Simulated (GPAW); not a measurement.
Runs of GPAW 26.7.0 on ZrS2. The structure is trigonal, space group P-3m1 (No. 164). The conventional cell has a = 3.691 Å, b = 3.691 Å, c = 6.041 Å, α = 90.00°, β = 90.00°, γ = 120.00°. Zr (site symmetry -3m) has 6 S at 2.57 Å as nearest neighbours. Around S (site symmetry 3m) lie 3 Zr at 2.57 Å. The cell is a database's computed one.

```csv
task,level,potentials or basis,spin,cell,k mesh,cutoff (eV),maxiter,optimizer,fmax,max steps,convergence,mesh quality,gap on the mesh (eV),pressure (GPa),largest force (eV/Å)
relaxation of cell and atoms,revPBE+D4,"the program's PAW data sets (release 1.2.1) made for this functional, pw",off,relaxed,8 × 8 × 5,600,150,BFGS,0.02 eV/Å,40,density=1e-05 forces=0.0001,not flagged,(a),0.0,-
single point,BHandHLYP,"GPAW PAW data sets (gpaw-data 1.2.1), pw",off,as given,3 × 3 × 2,450,60,-,-,-,-,coarse,(b),-,-
band structure,vdW-DF2,"GPAW PAW data sets (gpaw-data 1.2.1), pw","SOC, no magnetisation",as given,6 × 6 × 3,600,150,-,-,-,-,not flagged,1.19,-,0.57
relaxation of cell and atoms,revPBE+D3(BJ),"the program's PAW data sets (release 1.2.1) made for this functional, pw",off,relaxed to -2 GPa,8 × 8 × 5,600,150,LBFGS,0.05 eV/Å,40,density=1e-05 forces=0.0001,not flagged,0.78,-2.1,0.01
```

Alike in all rows: smearing fermi-dirac 0.05 eV.

Question: Estimate the missing entries.

Answer: (a) 0.70; (b) 4.54.

Caveats: some runs use coarse meshes; an odd mesh through Γ misses points on the zone boundary, where band edges often lie (some runs); later steps reuse the first step's grids (some runs); the PAW data sets were made with another functional, which shifts forces and pressure a little (some runs); exact exchange converges slowly with the k mesh, and this mesh is small (some runs); spin-orbit coupling was added after a scalar SCF, so levels and gaps hold it while energy, forces, pressure and moments don't (some runs); this program's spin-orbit splittings come out too wide for heavy elements (some runs); the mesh misses the band edges, which the band path finds closer together (some runs).

A k mesh can miss the band edges, and rows without SOC leave out spin-orbit coupling on Zr.

Runs at the PBE level aren't shown here.
